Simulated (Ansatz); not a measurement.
Level of theory: DFT PBE, scalar-relativistic, plane waves, PAW (Ansatz). All cells share a 420 eV cutoff and Γ-centred k meshes spaced at most about 0.3 Å⁻¹ (about 0.25 or finer for metals, 2π included). No spin polarisation.

Each guess is relaxed in cell and atoms at zero pressure, on a coarse mesh first where it starts far from rest and then on a converged one. The steps can't lower the symmetry of the start, but it can rise. Energies are static (0 K, no zero-point motion).

Two unrelaxed guesses for CdTe₄:

A.

```
Cd Te
1.0
     4.70306    0.00000    0.00000
     0.00000    4.70306    0.00000
     0.00000    0.00000    7.41621
Cd Te
1 4
Cartesian
  0.0000 0.0000 0.0000
  0.0000 2.3515 5.1513
  2.3515 0.0000 5.1513
  0.0000 2.3515 2.2649
  2.3515 0.0000 2.2649
```

B.

```
Cd Te
1.0
     0.00000    4.76482    4.76482
     4.76482    0.00000    4.76482
     4.76482    4.76482    0.00000
Cd Te
1 4
Cartesian
  0.0000 0.0000 0.0000
  1.1436 3.6213 3.6213
  1.1436 1.1436 1.1436
  3.6213 1.1436 3.6213
  3.6213 3.6213 1.1436
```

Problem. Which guess leads to the lower structure, and by how much?

Solution. A ends lower, by 0.45 eV/atom. A: P4/mmm at 32.8 Å³/atom → P4/mmm at 34.0 Å³/atom; B: F-43m at 43.3 Å³/atom → F-43m at 65.6 Å³/atom. Counting Te atoms around Cd (those within 1.25 times the shortest such distance or 1.15 times the sum of covalent radii), the end of A has Cd 8 and the end of B has Cd 4. End of A. Conventional cell: a = 4.466 Å, c = 8.525 Å. Cd has 8 Te at 3.18 Å; Te is surrounded by 4 Te at 3.16 Å and 2 Cd at 3.18 Å. End of B. Conventional cell: a = 10.950 Å. Around Cd lie 4 Te at 2.80 Å; around Te lie 1 Cd at 2.80 Å and 3 Te at 3.16 Å.

Ends held by symmetry can be saddle points. Even the lowest of the cells shown lies +0.05 eV/atom against the elements. No dispersion correction is applied, so the spacing and binding between layers, chains or molecules are poorly described (P4/mmm), and this can change margins and order among such cells. These runs have no spin–orbit coupling, which can matter for Te. Some structure types and database cells were kept out of the candidates from the start, so a known form may be missing.
